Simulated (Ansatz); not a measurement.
Nudged elastic band run: Na16H

input.yaml

```yaml
crystal:
  lattice:
    - [8.46, 0.0, 0.0]
    - [0.0, 8.46, 0.0]
    - [0.0, 0.0, 8.46]
  atoms:
    - { symbol: Na, position: [-0.01724274, -0.00056387, 0.0051105] }
    - { symbol: Na, position: [0.51724065, -0.00057258, 0.00523104] }
    - { symbol: Na, position: [-0.01103884, 0.49976351, -0.00563315] }
    - { symbol: Na, position: [0.01045473, -0.00035663, 0.48212685] }
    - { symbol: Na, position: [0.25003676, 0.26009985, 0.23777081] }
    - { symbol: Na, position: [0.51113786, 0.49976171, -0.00561737] }
    - { symbol: Na, position: [0.4896768, -0.00035706, 0.48215745] }
    - { symbol: Na, position: [0.75008814, 0.26048732, 0.26836777] }
    - { symbol: Na, position: [0.01225325, 0.49984911, 0.51094982] }
    - { symbol: Na, position: [0.25003563, 0.73933679, 0.23776005] }
    - { symbol: Na, position: [0.25005023, 0.23847154, 0.75608229] }
    - { symbol: Na, position: [0.48787556, 0.49984786, 0.51095024] }
    - { symbol: Na, position: [0.75008743, 0.73905052, 0.26845476] }
    - { symbol: Na, position: [0.75013133, 0.23470966, 0.74337405] }
    - { symbol: Na, position: [0.25004875, 0.76113923, 0.75618962] }
    - { symbol: Na, position: [0.75012213, 0.76537623, 0.74381681] }
    - { symbol: H, position: [0.74992263, -4.506e-05, 0.87324256] }
basis:
  ecutwfc: 420.0
kpoints:
  mp_grid: { grid: [2, 2, 2] }
hamiltonian:
  xc: pbe
scf:
  occupations: { method: gaussian, width: 0.15 }
  lower_state_search: "off"
  max_iter: 75
neb:
  images: 3
  f_tol: 0.4
  max_iterations: 50
  order_check: false
  final_atoms:
    - { symbol: Na, position: [0.00566573, -0.00033056, -0.01686556] }
    - { symbol: Na, position: [0.48243048, -0.00020347, 0.00987488] }
    - { symbol: Na, position: [-0.00546073, 0.49987227, -0.01133174] }
    - { symbol: Na, position: [0.00486684, -0.00030209, 0.51698725] }
    - { symbol: Na, position: [0.23819863, 0.26010392, 0.24982221] }
    - { symbol: Na, position: [0.51071818, 0.49991762, 0.01153343] }
    - { symbol: Na, position: [0.48217824, -0.00020243, 0.48924355] }
    - { symbol: Na, position: [0.75594761, 0.23865433, 0.2497606] }
    - { symbol: Na, position: [-0.00552322, 0.49987835, 0.5107142] }
    - { symbol: Na, position: [0.23819692, 0.73957957, 0.24982586] }
    - { symbol: Na, position: [0.26817691, 0.26049529, 0.74945722] }
    - { symbol: Na, position: [0.51071787, 0.49992195, 0.48771356] }
    - { symbol: Na, position: [0.7559885, 0.76110067, 0.2497655] }
    - { symbol: Na, position: [0.74350874, 0.23481936, 0.74923081] }
    - { symbol: Na, position: [0.26826272, 0.73919155, 0.74945906] }
    - { symbol: Na, position: [0.7438169, 0.76527336, 0.74926007] }
    - { symbol: H, position: [0.8735813, -7.198e-05, 0.75034402] }
```

Run as:

```bash
$ ansatz run input.yaml --threads 2 --pin off --max-ram 5120MiB --backend cpu --events-out ev --progress --plain --runs-dir out
```

Output, in part (warnings, iteration lines):

```
NEB end point (image 0): max|allowed force component| = 1.136e-2 eV/Å (the criterion of neb.relax_end_points is 8.000e-2)
NEB end point (image 4): max|allowed force component| = 1.253e-2 eV/Å (the criterion of neb.relax_end_points is 8.000e-2)
NEB iter   1: max|band force component| = 1.397e-1 eV/Å  barrier→ = 0.0916 eV  barrier← = 0.0915 eV  CI = image 2  Δτ_max = 0.0000 Å  (40 SCF iters)
```

It converged. The threshold of 0.4 eV/Å is loose, so the images may lie well off the minimum-energy path. The order of the stationary point at the top wasn't checked. Another band between the same ends, with other settings, climbed to 0.01 eV only, so this may not be the lowest route. Limits of this set-up: odd electron count without spin.

Final band (atoms are numbered from 1 in the order of the input):

```json
{"image": "0", "path coordinate (Å)": "0.00", "energy (eV)": "0.000", "Na2–H17 (Å)": "2.26", "Na4–H17 (Å)": "3.98"}
{"image": "1", "path coordinate (Å)": "0.41", "energy (eV)": "0.053", "Na2–H17 (Å)": "2.69", "Na4–H17 (Å)": "3.55"}
{"image": "2", "path coordinate (Å)": "0.83", "energy (eV)": "0.092", "Na2–H17 (Å)": "3.12", "Na4–H17 (Å)": "3.12"}
{"image": "3", "path coordinate (Å)": "1.24", "energy (eV)": "0.053", "Na2–H17 (Å)": "3.54", "Na4–H17 (Å)": "2.69"}
{"image": "4", "path coordinate (Å)": "1.65", "energy (eV)": "0.000", "Na2–H17 (Å)": "3.97", "Na4–H17 (Å)": "2.27"}
```

The run took 55 s on 2 threads of Intel(R) Xeon(R) Platinum 8375C CPU @ 2.90GHz (Ice Lake), with other jobs on the host, peak memory 1.6 GiB.
